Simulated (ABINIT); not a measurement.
The system is ZnO (zincite).

```
CELL_PARAMETERS angstrom
3.24931 0.00000 0.00000
-1.62465 2.81398 0.00000
0.00000 0.00000 5.20571
ATOMIC_POSITIONS crystal
Zn 0.66667 0.33333 0.00000
Zn 0.33333 0.66667 0.50000
O 0.33333 0.66667 0.87901
O 0.66667 0.33333 0.37901
```

Program: ABINIT 10.8.3 (patched build). Alike in all runs: potentials or basis JTH PAW PBE v2.0; no spin polarisation; cell as given; smearing fermi-dirac 0.05 eV.

Q: Order these runs on this cell by their band gap on the k mesh, lowest first.
A. level r2SCAN; k mesh 4 × 4 × 2; cutoff (eV) 762; fine-grid cutoff 1360.57 eV; mesh quality coarse
B. level HCTH407; k mesh 9 × 9 × 5; cutoff (eV) 626; fine-grid cutoff 1224.51 eV; mesh quality not flagged
C. level PBE; k mesh 12 × 12 × 6; cutoff (eV) 626; fine-grid cutoff 1224.51 eV; mesh quality not flagged

A: C (0.79 eV), A (1.20 eV), B (1.41 eV).

Caveats: some runs use coarse meshes.
